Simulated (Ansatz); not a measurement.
Runs of Ansatz 0.2.0 on Pb. It takes space group Im-3m (No. 229, cubic). The conventional cell has a = 3.959 Å, b = 3.959 Å, c = 3.959 Å, α = 90.00°, β = 90.00°, γ = 90.00°. Around Pb (site symmetry m-3m) lie 8 Pb at 3.43 Å. This isn't the form of Pb at room conditions, which is fcc.

```tsv
task	level	atoms under strain	gap on the mesh (eV)	pressure (GPa)
phonons	PBE	-	none	-
elastic constants	PBEsol	relaxed	none	-2.2
elastic constants	LDA	clamped	none	-3.7
phonons	PBEsol	-	none	-
elastic constants	PBE	relaxed	none	(a)
```

Alike in all rows: potentials or basis Ansatz PAW; no spin polarisation; cell as given; k mesh 7 × 7 × 7; cutoff (eV) 420; smearing fermi-dirac 0.05 eV.

Q: Estimate the missing entries.

A: (a) 0.5.

Caveats: elastic constants of metals need much finer meshes, so these are rough (some runs); the PAW data sets come from PBE, with cores solved anew for the run's functional, which leaves a small shift of forces and pressure (some runs); the cell is more than 3 GPa from zero pressure, which shifts response properties (some runs).

A k mesh can miss the band edges, and the runs leave out spin-orbit coupling on Pb.

A gap of «none» marks a metal or a gap under the smearing width.
